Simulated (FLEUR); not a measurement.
# Ag in FLEUR: convergence with Kmax

Ag:

```
CELL_PARAMETERS angstrom
-1.65565 1.65565 1.65565
1.65565 -1.65565 1.65565
1.65565 1.65565 -1.65565
ATOMIC_POSITIONS crystal
Ag 0.00000 0.00000 0.00000
```

This isn't the form of Ag at room conditions, which is fcc.

* Program: FLEUR MaX-R8.1 (later development tree)
* Task: convergence study
* Functional: PBE
* Potentials or basis: all-electron
* Basis: FLAPW
* Kmax: 2.6 1/bohr
* k mesh: 9 × 9 × 9
* Occupations: fermi-dirac, width 0.05 eV
* Spin: no spin polarisation

These are the settings of the first run; the series varies Kmax, with any setting tied to it.

Hardware: 1 thread of Arm Neoverse V2, on a shared host.

Question: The values tried are 2.6, 3, 3.4, 3.8, 4.2, 4.6, 5, 5.5, loosest first. From which on does the energy stay within 1 meV/atom of the tightest run that finished?

Answer: From 4.6 on.

```csv
Kmax,"energy less the tightest run, at zero smearing (meV/atom)",SCF cycles,CPU time (s),peak memory (GiB)
2.6,1417.95,14,11,0.06
3,338.68,14,12,0.06
3.4,72.13,14,13,0.06
3.8,14.58,14,14,0.06
4.2,2.88,14,17,0.06
4.6,0.58,14,20,0.06
5,0.12,14,23,0.07
5.5,0.00,14,31,0.07
```

The tightest run that finished is the yardstick and may itself not be fully converged.
